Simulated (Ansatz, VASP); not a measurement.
**CdF2: VASP beside Ansatz**

Contents of INCAR:

```
ALGO = Normal
EDIFF = 1E-7
ENCUT = 520
GGA = PE
ISIF = 2
ISMEAR = 0
LASPH = True
LCHARG = True
LELF = True
LREAL = False
LVHAR = True
LWAVE = False
NBANDS = 20
NELM = 80
PREC = Accurate
SIGMA = 0.01
```

The input KPOINTS:

```
k-points
0
Gamma
  6 6 6
```

Contents of POSCAR:

```
CdF2
1.0
    0.0000000000      2.7941671224      2.7941671224
    2.7941671224      0.0000000000      2.7941671224
    2.7941671224      2.7941671224      0.0000000000
Cd F
1 2
Direct
    0.0000000000      0.0000000000      0.0000000000
    0.2500000000      0.2500000000      0.2500000000
    0.7500000000      0.7500000000      0.7500000000
```

Input for Ansatz:

```yaml
crystal:
  lattice:
    - [0.0, 2.7941671224, 2.7941671224]
    - [2.7941671224, 0.0, 2.7941671224]
    - [2.7941671224, 2.7941671224, 0.0]
  atoms:
    - { symbol: Cd, position: [0.0, 0.0, 0.0] }
    - { symbol: F, position: [0.25, 0.25, 0.25] }
    - { symbol: F, position: [0.75, 0.75, 0.75] }
kpoints:
  mp_grid: { grid: [6, 6, 6] }
hamiltonian:
  xc: pbe
scf:
  occupations: { method: fixed }
  n_extra_bands: 4
output:
  forces: true
  stress: true
  eigenvalues: true
```

Alike in both runs: task single point; functional PBE; k mesh 6 × 6 × 6; no spin polarisation.

|  | VASP | Ansatz |
| --- | --- | --- |
| version | VASP 6.6.1 | Ansatz 0.2.0 |
| potentials or method | VASP PAW PBE potentials, release 64 (Cd, F) | plane waves, PAW |
| plane-wave cutoff (eV) | 520 | 420 |
| occupations | gaussian, width 0.01 eV | fixed |
| valence electrons in the cell | 26 | 34 |

```csv
,VASP,Ansatz,Ansatz less VASP
gap on the k mesh at the Fermi level (eV),2.70,2.73,+0.027
pressure (GPa),-4.4,-4.7,-0.34
```

The two sets of potentials don't hold the same shells in valence.

A k mesh can miss the band edges. A hybrid or GW would open this gap; PBE tends to underestimate it.
